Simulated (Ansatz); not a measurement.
Computed with Ansatz 0.2.0, DFT PBE, scalar-relativistic, plane waves, PAW. All cells share a 420 eV cutoff and Γ-centred k meshes spaced at most about 0.3 Å⁻¹ (about 0.25 or finer for metals, 2π included). No spin polarisation.

All energies are static (0 K, no zero-point motion).

Task: Which of these relaxed structures of InGa3P4 is the lowest in energy?
A.

```
CELL_PARAMETERS angstrom
-2.63769 2.63769 5.25272
2.63769 -2.63769 5.25272
2.63769 2.63769 -5.25272
ATOMIC_POSITIONS crystal
In 0.00000 0.00000 0.00000
Ga 0.75000 0.25000 0.50000
Ga 0.25000 0.75000 0.50000
Ga 0.50000 0.50000 0.00000
P 0.50000 0.00000 0.50000
P 0.00000 0.50000 0.50000
P 0.26187 0.26187 0.00000
P 0.73813 0.73813 0.00000
```

B.

```
CELL_PARAMETERS angstrom
5.27276 0.00000 0.00000
0.00000 5.27276 0.00000
0.00000 0.00000 5.27276
ATOMIC_POSITIONS crystal
In 0.50000 0.50000 0.50000
Ga 0.00000 0.00000 0.50000
Ga 0.50000 0.00000 0.00000
Ga 0.00000 0.50000 0.00000
P 0.50000 0.50000 0.00000
P 0.00000 0.50000 0.50000
P 0.50000 0.00000 0.50000
P 0.00000 0.00000 0.00000
```

Result: A. The other, B, lies 15 meV/atom higher. Forms: A I4/mmm; B Pm-3m. Counting P atoms around Ga and In (those within 1.25 times the shortest such distance or 1.15 times the sum of covalent radii, 1.27 where that leaves under three): A has In 6, Ga 6; B has In 6, Ga 6. Both come from invented guesses. The lowest form computed isn't among them: it has In and Ga ordered on zinc blende sites, space group I-42m (No. 121), 22.2 Å³/atom and lies 0.38 eV/atom below the best shown.

For metals, differences of a few meV/atom aren't resolved. Cells relaxed within their symmetry can be saddle points. Some types were kept out of the candidates beforehand, so the set may lack a known form.
